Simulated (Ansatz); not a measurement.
Al, space group Fm-3m, a point defect in a supercell

Program: the Ansatz DFT code, driven from Python.

`defect.py`:
```python
"""A vacancy in a supercell of Al, against the perfect cell."""

import ansatz as az
import numpy as np


def main() -> None:
    lattice = az.Lattice.of(
        (0.0, 2.024805, 2.024805),
        (2.024805, 0.0, 2.024805),
        (2.024805, 2.024805, 0.0),
    )
    sites = [
        ("Al", (0.0, 0.0, 0.0)),
    ]
    structure = az.Crystal(lattice=lattice)
    for symbol, position in sites:
        structure = structure.atom(symbol, position)
    host = structure.supercell(3, 2, 2)
    defective = host.vacancy("Al", at=(0.0, 0.0, 0.0))

    def with_settings(structure):
        return (
            structure.calculation()
            .functional("PBE")
            .kpoints(2, 3, 3, center="gamma")
            .occupations(az.OccupationsMethod.FERMI_DIRAC, width=0.1)
            .band_table()
        )


    perfect = with_settings(host).run(threads=1, backend="cpu").report
    model = (
        with_settings(defective)
        .relax(force_tolerance=0.03, max_steps=40)
    )
    res = model.run(threads=1, backend="cpu")
    rep = res.report

    n_host, n_defect = len(perfect["lattice"]["sites"]), len(rep["lattice"]["sites"])
    print(f"perfect cell: {n_host} atoms, F = {perfect['free_energy_ev']:.4f} eV")
    print(f"defect cell:  {n_defect} atoms, F = {rep['free_energy_ev']:.4f} eV")
    print(f"vacancy formation energy {rep['free_energy_ev'] - perfect['free_energy_ev'] * n_defect / n_host:.3f} eV")

    for label, run in (("perfect", perfect), ("defect", rep)):
        levels, filled = np.array(run["eigenvalues_ev"][0]), np.array(run["occupations"][0])
        top = int(np.argmin(np.abs(levels - run["fermi_energy_ev"])))
        window = slice(max(top - 3, 0), top + 4)
        print(label, "levels near E_F at the first k-point:", ", ".join(f"{e - run['fermi_energy_ev']:.2f} ({f:.2f})" for e, f in zip(levels[window], filled[window])))

    for site in res.lattice.sites:
        print(f"{site.symbol:2s}", " ".join(f"{v:8.4f}" for v in site.position_ang))


if __name__ == "__main__":
    main()
```

```console
$ python defect.py
DeckWarning: basis.ecutwfc = 420 eV, auto-derived from the records' recommended cutoffs: set by Al (normal level)
perfect cell: 12 atoms, F = -6450.9000 eV
defect cell:  11 atoms, F = -5912.3998 eV
vacancy formation energy 0.925 eV
perfect levels near E_F at the first k-point: -2.63 (2.00), -2.63 (2.00), -1.91 (2.00), 0.19 (0.27), 0.19 (0.27), 0.72 (0.00), 0.72 (0.00)
defect levels near E_F at the first k-point: -2.18 (2.00), -1.55 (2.00), -1.31 (2.00), -0.38 (1.96), 0.94 (0.00), 1.15 (0.00), 1.45 (0.00)
Al   2.0248   2.0248  -0.0000
Al   2.0248  -0.0000   2.0248
Al   4.0496   2.0248   2.0248
Al  -0.0134   2.0167   2.0167
Al   2.0841   4.0300   1.9802
Al   2.0841   1.9802   4.0300
Al   4.0456   4.0506   4.0506
Al   0.0134   4.0577   4.0577
Al   1.9655   6.0940   4.0942
Al   1.9655   4.0942   6.0940
Al   4.0537   6.0734   6.0734
```
(Warnings from the package without file and line.)

Caveats:
- Total energies depend on the potentials; only differences at equal settings carry meaning. A total without «per atom» is that of the cell as typed.
- The computed bands are complete only to about 2.8 eV above the Fermi level.
- The mesh is modest for a metal, so energies can be off by several to tens of meV an atom and pressures by half a GPa or more; differences at equal mesh fare better.
- Errors of mesh and smearing per atom add up over the supercell, so the energy can be off by tenths of an eV.
- Each cell's levels count from its own Fermi level and aren't aligned; one k-point can hide that the defect cell is metallic.
- Levels are Kohn-Sham eigenvalues on this mesh.
- The supercell is small, so the defect meets its images and the energies aren't those of an isolated defect; a partly filled defect level may also lower its energy by spin or distortion. For a charged cell the difference holds no correction, alignment or term for the electrons' reservoir.
- Timing: 8.5 s on 1 thread of Intel(R) Xeon(R) Processor @ 2.30GHz, with other jobs on the host, peak memory 0.6 GiB.
